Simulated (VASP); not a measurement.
Runs of VASP 6.6.1 on Si. It takes space group P6/mmm (No. 191, hexagonal). The conventional cell has a = 4.121 Å, b = 4.121 Å, c = 2.655 Å, α = 90.00°, β = 90.00°, γ = 120.00°. Si (site symmetry -6m2) has 5 Si at 2.38 to 2.65 Å as nearest neighbours. The cell was built by a generator and needn't be a form met in nature.

```tsv
level	gap on the mesh (eV)	pressure (GPa)	relaxed volume (Å³/atom)
vdW-DF-cx	none	0.0	19.30
PBE+D3(BJ)	none	-0.1	18.88
PBE+D3	none	0.0	19.24
BEEF-vdW	none	0.0	19.38
vdW-DF	none	0.0	20.27
PBE+MBD	none	0.0	(a)
rev-vdW-DF2	none	0.1	(c)
PBE+rVV10	none	0.0	19.38
PBEsol+D3(BJ)	none	0.0	18.59
optB88-vdW	none	0.0	19.75
PBE+TS	none	0.0	(b)
PBEsol+D3	none	0.0	18.88
```

Alike in all rows: task relaxation of cell and atoms; potentials or basis VASP PAW PBE potentials, release 64 (Si); no spin polarisation; cell relaxed; k mesh 8 × 8 × 10; cutoff (eV) 600; smearing fermi-dirac 0.05 eV.

Question: Fill in the values left out.

Answer: (a) 19.03; (b) 18.96; (c) 19.44.

Caveats: the PAW data sets were made with another functional, which shifts forces and pressure a little (some runs); pairwise dispersion overbinds metals, which lowers pressure and volume (some runs); atom-pairwise D2, TS and ULG terms overbind metals (some runs).

A gap of «none» marks a metal or a gap under the smearing width.
